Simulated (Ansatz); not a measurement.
# C in Ansatz: convergence with scf exx energy threshold

Aim: find how far scf exx energy threshold must go before the results for C settle, at PBE0. This setting moves, with any that are tied to it; all else stays.

Program: Ansatz 0.2.0. These are calculated values, not measurements. Logs are shortened: lines on timing, memory, paths and dates and some standing lists are left out, and cuts for length are marked.

## 1. The slab as given

The cell holds a slab with vacuum, 4 atoms: a = 2.456 Å, b = 2.456 Å, c = 24.134 Å, α = 90.00°, β = 90.00°, γ = 120.00°.

The slab is cut from a database's or a generator's crystal, which needn't be the stable form of the element.

## 2. With scf exx energy threshold 0.01

The input, input.yaml:

```yaml
crystal:
  lattice:
    - [2.456227506, 0.0, 0.0]
    - [-1.228113753, 2.1271554177, 0.0]
    - [0.0, 0.0, 24.1339601687]
  atoms:
    - { symbol: C, position: [0.6666666667, 0.3333333333, 0.57047544] }
    - { symbol: C, position: [0.3333333333, 0.6666666667, 0.42952456] }
    - { symbol: C, position: [0.0, 0.0, 0.42953123] }
    - { symbol: C, position: [0.0, 0.0, 0.57046877] }
hamiltonian:
  xc: pbe0
  pseudopotentials: { kind: paw }
kpoints:
  mp_grid: { grid: [6, 6, 1] }
scf:
  occupations: { method: methfessel_paxton, width: 0.1 }
  exx: { energy_threshold: 0.01 }
output:
  forces: true
  stress: true
  eigenvalues: true
```

Potentials or basis: Ansatz PAW.

On the command line:

```sh
> ansatz run input.yaml --threads 2 --pin off --max-ram 5632MiB --backend cpu --events-out ev --progress --plain --runs-dir out
```

The log of the run:

```text
Warning: output.stress: scf.convergence.dr2_threshold = 1e-7 eV (the SCF's general default) is looser than the 4e-10 eV advised for a printed stress (1e-10 eV for each atom of the cell: 4). What an SCF threshold leaves in a stress goes as its square root, and in the free energy as the threshold itself, and one threshold admits the most on a small cell: of the crystals measured, under no hybrid functional and no lock of the moments, on runs that ended without the residual-converged pass, on stresses that held no estimate of that error, the worst erred by over 100 MPa in a component at 1e-7 eV an atom and by under 5 at 1e-10. Set scf.convergence.dr2_threshold to 4e-10 eV or tighter. The threshold is an SCF's pass mark: one that does not reach it within its budget of iterations ends unconverged, or closes short of it on a stop that the run arms, and scf.convergence.dr2_threshold's page says what that costs each kind of run
Warning: output.stress: scf.exx.energy_threshold = 1e-2 eV is looser than the 4e-8 eV advised for a stress under a hybrid functional (1e-8 eV for each atom of the cell: 4). Every SCF of the exchange loop can meet its threshold on dr2 while the loop round them stops early: no threshold on dr2 bounds what that leaves in the stress. Set scf.exx.energy_threshold to 4e-8 eV or tighter. The threshold is the loop's pass mark: a loop that does not reach it within its budget of cycles ends unconverged, and scf.exx.energy_threshold's page has the law
Warning: RAYON_NUM_THREADS=2 ignored (pool sized by the plan → 2); use --threads N
Engine: ansatz 0.2.0, aarch64-unknown-linux-gnu
Pseudopotentials: kind: paw
Pseudopotential: C, paw, valence charge 4, recommended cutoff 420 eV (normal), C.paw.azcp
Functional definition: PBE0
  parameter a = 0.25
  parameter kappa = 0.804
  parameter beta = 0.06672455060314922
  exchange = (1 - a)*pbe_x(kappa = kappa, mu = beta*pi^2/3) + a*exact_x
  correlation = pbe_c(beta = beta)
Crystal: 4 atoms, lattice volume = 126.095 Å³
Basis set: ecut = 420 eV, 2379 PW (Γ), exchange–correlation on 36×36×324 points (8 copies of the dense FFT grid, shifted against one another)
Bands: 12, of which v1, the nominal top of the filled ones, is band 8 counted from 1 (7 counted from 0)
Symmetry: 12 space group operations
Space group: P-3m1 (ITA 164), of the structure as read, at distance tolerance 5.0e-5 Å
k-points: 7 of 36
Non-local potential: C, projectors of the file, l = 0: 2, l = 1: 2, l = 2: 1
PAW form: soft (Blöchl's): semilocal exchange-correlation on the pseudo side does not see the compensation charge
PAW frozen core: C, regenerated for the run's functional, and the local potential with it (the file was generated under x = pbe(κ = 0.804, μ = 0.2195149727645171), c = pbe(β = 0.06672455060314922))
PAW one-centre angular grid: C, 110 points (default); XC on 64 Gauss nodes
[... 56 lines left out ...]
Frozen-core exchange: fock
Harris-Foulkes:  -1003.851748 eV  (|F-HF|=2.30e-11)
Internal energy: -1003.848614 eV  (E = F + TS)
E sigma→0 (E₀):  -1003.850965 eV
Entropy (-TS):   -0.003134 eV (-0.784 meV/atom)
Fermi energy:    -1.164702 eV
Step filling:    the computed levels leave a gap of 0.0000 eV = 0.0 smearing widths at the electron count; against every level under it full and every level over it empty, smearing changes F+E_penalty+E_count by -3.134 meV and its σ→0 estimate by -2.351 meV
--- Per-component energies (eV) ---
  E_band       = -195.351413
  E_kinetic    = 363.552732
  E_local      = -10593.111016  (includes V_loc(G=0)·N_el)
  E_nonlocal   = 107.477346
  E_hartree    = 5110.421574
  E_xc         = -148.908265
  E_vxc        = -184.222363  (∫ρ·V_xc dr)
  E_exx        = -42.572624  (= α·E_x^exact, valence–valence)
  E_paw        = -398.001628  (= ΣΔE_a)
  E_vpaw       = -24.745875  (= ΣTr[D̂ρ^β])
  E_aug_tail   = 0.000029  (compensation charges beyond the density's cutoff)
  E_ewald      = 4597.362016
  E_core_change = -0.068780  (= ΣΔE_core)
  E_smearing   = -0.003134  (= −TS)
  E_closure    = 0.000000  (closes the sum)
  Σ components = -1003.851748   (vs F -1003.851748, Δ=-1.14e-13)
--- Forces (eV/Å), atoms counted from 1 ---
  atom   1  C     -0.00000000    -0.00000000     0.05300564
  atom   2  C      0.00000000     0.00000000    -0.05300564
  atom   3  C      0.00000000    -0.00000000     0.02537948
  atom   4  C      0.00000000     0.00000000    -0.02537948
  max |Σ_I F_I| component: 7.40e-17 eV/Å
--- Stress (GPa, compression-positive) ---
       -0.854730      -0.000000      -0.000000
       -0.000000      -0.854730       0.000000
       -0.000000       0.000000       0.121705
  P = ⅓ Tr σ = -0.5293 GPa (-5.293 kbar)
--- Band table (eV; the first three rows and the last of 7) ---
  k-point 0: bands = ["-23.8095", "-23.6666", "-11.0157", "-10.0147", "-5.5733", "-5.5733", "-5.5650", "-5.5650", "2.7249", "3.0085", "3.3523", "4.0990"]
  k-point 1: bands = ["-23.0884", "-22.9513", "-10.1174", "-9.1352", "-8.0919", "-8.0619", "-6.8130", "-6.7942", "3.6305", "3.9200", "4.2704", "5.0127"]
  k-point 2: bands = ["-20.9603", "-20.8399", "-12.8602", "-12.7967", "-8.5958", "-8.5712", "-7.5172", "-6.6365", "4.7445", "5.2493", "6.3391", "6.6736"]
  k-point 6: bands = ["-16.1811", "-16.1328", "-16.1328", "-16.0894", "-13.7857", "-13.7857", "-1.8128", "-1.1647", "-1.1647", "-0.4853", "10.3256", "10.3256"]
```

Run time: 21 s. Hardware: 2 threads of Arm Neoverse V1, shared host; peak memory 0.9 GiB.

What came out:

- Free energy: -1003.8517 eV
- Largest force: 0.053 eV/Å
- Band gap on the k mesh: none (metal or under the smearing width)

## 3. With scf exx energy threshold 0.001

Changes to input.yaml since step 2:

```diff
@@ -17,3 +17,3 @@
   occupations: { method: methfessel_paxton, width: 0.1 }
-  exx: { energy_threshold: 0.01 }
+  exx: { energy_threshold: 0.001 }
 output:
```

Potentials or basis: Ansatz PAW.

On the command line:

```sh
> ansatz run input.yaml --threads 2 --pin off --max-ram 5632MiB --backend cpu --events-out ev --progress --plain --runs-dir out
```

Run time: 21 s. Hardware: 2 threads of Arm Neoverse V1, shared host; peak memory 0.9 GiB.

Results:

* Free energy: -1003.8517 eV
* Largest force: 0.053 eV/Å
* Band gap on the k mesh: none (metal or under the smearing width)

## 4. With scf exx energy threshold 0.0001

Changes to input.yaml since step 3:

```diff
@@ -17,3 +17,3 @@
   occupations: { method: methfessel_paxton, width: 0.1 }
-  exx: { energy_threshold: 0.001 }
+  exx: { energy_threshold: 0.0001 }
 output:
```

On the command line:

```sh
> ansatz run input.yaml --threads 2 --pin off --max-ram 5632MiB --backend cpu --events-out ev --progress --plain --runs-dir out
```

Wall time 21 s (2 threads of Arm Neoverse V1, shared host); peak memory 0.9 GiB.

What came out:

```
Free energy            : -1003.8517 eV
Largest force          : 0.053 eV/Å
Band gap on the k mesh : none (metal or under the smearing width)
```

## 5. With scf exx energy threshold 1e-05

Changes to input.yaml since step 4:

```diff
@@ -17,3 +17,3 @@
   occupations: { method: methfessel_paxton, width: 0.1 }
-  exx: { energy_threshold: 0.0001 }
+  exx: { energy_threshold: 1.0e-05 }
 output:
```

On the command line:

```sh
> ansatz run input.yaml --threads 2 --pin off --max-ram 5632MiB --backend cpu --events-out ev --progress --plain --runs-dir out
```

It took 21 s on 2 threads of Arm Neoverse V1, shared host; peak memory 0.9 GiB.

The run converged. Its results:

* Free energy: -1003.8517 eV
* Largest force: 0.053 eV/Å
* Band gap on the k mesh: none (metal or under the smearing width)

## 6. With scf exx energy threshold 1e-06

Changes to input.yaml since step 5:

```diff
@@ -17,3 +17,3 @@
   occupations: { method: methfessel_paxton, width: 0.1 }
-  exx: { energy_threshold: 1.0e-05 }
+  exx: { energy_threshold: 1.0e-06 }
 output:
```

Potentials or basis: Ansatz PAW.

On the command line:

```sh
> ansatz run input.yaml --threads 2 --pin off --max-ram 5632MiB --backend cpu --events-out ev --progress --plain --runs-dir out
```

Wall time 21 s (2 threads of Arm Neoverse V1, shared host); peak memory 0.9 GiB.

Results (log left out):

- Free energy: -1003.8517 eV
- Largest force: 0.053 eV/Å
- Band gap on the k mesh: none (metal or under the smearing width)

## 7. With scf exx energy threshold 1e-07

Changes to input.yaml since step 6:

```diff
@@ -17,3 +17,3 @@
   occupations: { method: methfessel_paxton, width: 0.1 }
-  exx: { energy_threshold: 1.0e-06 }
+  exx: { energy_threshold: 1.0e-07 }
 output:
```

On the command line:

```sh
> ansatz run input.yaml --threads 2 --pin off --max-ram 5632MiB --backend cpu --events-out ev --progress --plain --runs-dir out
```

It took 23 s on 2 threads of Arm Neoverse V1, shared host; peak memory 0.9 GiB.

The run converged. Its results:

* Free energy: -1003.8517 eV
* Largest force: 0.053 eV/Å
* Band gap on the k mesh: none (metal or under the smearing width)

## 8. Result

| scf exx energy threshold | energy less the tightest run, at zero smearing (meV/atom) | SCF cycles | CPU time (s) | peak memory (GiB) |
| --- | --- | --- | --- | --- |
| 0.01 | 0.00 | 30 | 41 | 0.9 |
| 0.001 | 0.00 | 30 | 41 | 0.9 |
| 0.0001 | 0.00 | 31 | 41 | 0.9 |
| 1e-05 | 0.00 | 30 | 41 | 0.9 |
| 1e-06 | 0.00 | 29 | 40 | 0.9 |
| 1e-07 | 0.00 | 31 | 45 | 0.9 |

Against the tightest run, the energy stays within 1 meV/atom from 0.01 on. The tightest run that finished is the yardstick and may itself not be fully converged.

Caveats: all runs use coarse meshes; the PAW data sets come from PBE, with cores solved anew for the run's functional, which leaves a small shift of forces and pressure; the thresholds are loose for stress.
